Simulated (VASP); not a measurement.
GaN: single point with PBE0

Crystal: GaN.

```
CELL_PARAMETERS angstrom
0.00000 2.11080 2.11080
2.11080 0.00000 2.11080
2.11080 2.11080 0.00000
ATOMIC_POSITIONS crystal
Ga 0.00000 0.00000 0.00000
N 0.50000 0.50000 0.50000
```

Measurements of this composition are mostly on another form, of space group No. 186.

```yaml
Program: VASP 6.6.1
Task: single point
Functional: PBE0
Potentials_or_basis: VASP PAW PBE potentials, release 64 (Ga_d, N)
Cutoff: 520 eV
k_mesh: 8 × 8 × 8
Occupations: gaussian, width 0.02 eV
Spin: no spin polarisation
Grid_for_exact_exchange_PRECFOCK: Fast
Exchange_at_q_=_0: default
Further_INCAR_settings: ALGO = Normal; EDIFF = 1e-06
```

```yaml
Pressure: -1.4 GPa
Band_gap_on_the_k_mesh: 2.61 eV, indirect (least direct gap 4.81 eV)
```

Levels at points of the mesh, in eV from the valence-band top:
```
           k point  band 7  band 8  band 9  band 10  band 11  band 12
(0.00, 0.00, 0.00)   -0.50   -0.50   -0.50     4.32    16.97    16.97
(0.50, 0.00, 0.00)   -8.98   -0.18   -0.18     6.72    11.41    11.41
(0.50, 0.50, 0.00)   -7.76   -3.27   -3.27     2.61     9.73    14.82
```

It took 17 min on 1 thread of Intel(R) Xeon(R) 6975P-C (Granite Rapids), with other jobs on the host, peak memory 0.16 GiB.

Caveat: the PAW data sets were made with another functional, which shifts forces and pressure a little. A k mesh can miss the band edges.
